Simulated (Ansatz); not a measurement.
Os, DFT, PBE, PAW with Ansatz's default frozen-core files, scalar-relativistic (Ansatz 0.2.0), run on 1 thread of Arm Neoverse V2 on a shared host.

The cell comes from COD entry 9017843, which wasn't checked; take it as a given geometry.

Command: `ansatz run input.yaml --threads 1 --pin off --max-ram 3072MiB --backend cpu --events-out ev --progress --plain --runs-dir out`

```yaml
crystal:
  lattice:
    - [2.7340999755, 0.0, 0.0]
    - [-1.3670499878, 2.3678000353, 0.0]
    - [0.0, 0.0, 4.3197]
  atoms:
    - { symbol: Os, position: [0.3333333333, 0.6666666667, 0.25] }
    - { symbol: Os, position: [0.6666666667, 0.3333333333, 0.75] }
kpoints:
  mp_grid: { grid: [15, 15, 9] }
  band_path:
    path:
      - [0.0, 0.0, 0.0]
      - [0.5, 0.0, 0.0]
      - [0.3333333333, 0.3333333333, 0.0]
      - [0.0, 0.0, 0.0]
      - [0.0, 0.0, 0.5]
      - [0.5, 0.0, 0.5]
      - [0.3333333333, 0.3333333333, 0.5]
      - [0.0, 0.0, 0.5]
      - [0.5, 0.0, 0.5]
    npoints: 14
scf:
  occupations: { method: fermi_dirac, width: 0.05 }
hamiltonian:
  xc: pbe
  pseudopotentials: { kind: paw }
output:
  forces: true
  stress: true
  eigenvalues: true
  efg: { contact_densities: true }
  populations: true
  bader: true
  dos: { projected: true, de: 0.2, e_range: [-14, 8] }
  write_density: true
  write_potential: true
  elf: true
  volumetric_format: npy
```

Task: How large is the problem that the program sets up?

Result: 135 irreducible k-points, 537 plane waves at Γ, 20 bands.

Task: Estimate the wall time and the peak memory.

Result: 18 s of wall time for 6 SCF iterations, with a peak of 0.39 GiB. Times on shared machines scatter by tens of per cent.

Task: And the same cell and mesh by LAPW (all electrons), asked for forces, stress, eigenvalues, populations, dos and the same band path, on the same hardware?

Result: 90 s, peak memory 0.73 GiB.
